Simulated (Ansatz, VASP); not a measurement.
## Two plane-wave programs on GaN

```
Ga N
1.0
     0.00534    2.13524    2.13524
     2.14057    0.00000    2.14057
     2.13524    2.13524    0.00534
Ga N
1 1
Direct
  0.00000 0.00000 0.00000
  0.50000 0.50000 0.50000
```

Change from the starting cell: strain +0.0050 x Voigt [0, 0, 0, 0, 1, 0], atoms carried along.

Alike in both runs: task single point; functional LDA; k mesh 14 × 14 × 14; occupations gaussian, width 0.03 eV; no spin polarisation.

```csv
,VASP,Ansatz
version,VASP 6.6.1,Ansatz 0.2.0
potentials or method,"VASP PAW LDA potentials, release 64 (Ga_d, N)","scalar-relativistic, plane waves, PAW"
plane-wave cutoff (eV),520,420
valence electrons in the cell,18,18
```

|  | VASP | Ansatz | Ansatz less VASP |
| --- | --- | --- | --- |
| gap on the k mesh at the Fermi level (eV) | 0.20 | 0.18 | -0.020 |
| least direct gap on the mesh (eV) | 2.42 | 2.39 | -0.029 |
| pressure (GPa) | -12.6 | -13.7 | -1.07 |
| largest component of the traceless stress (GPa) | 1.04 | 1.04 | +0.001 |

A k mesh can miss the band edges.
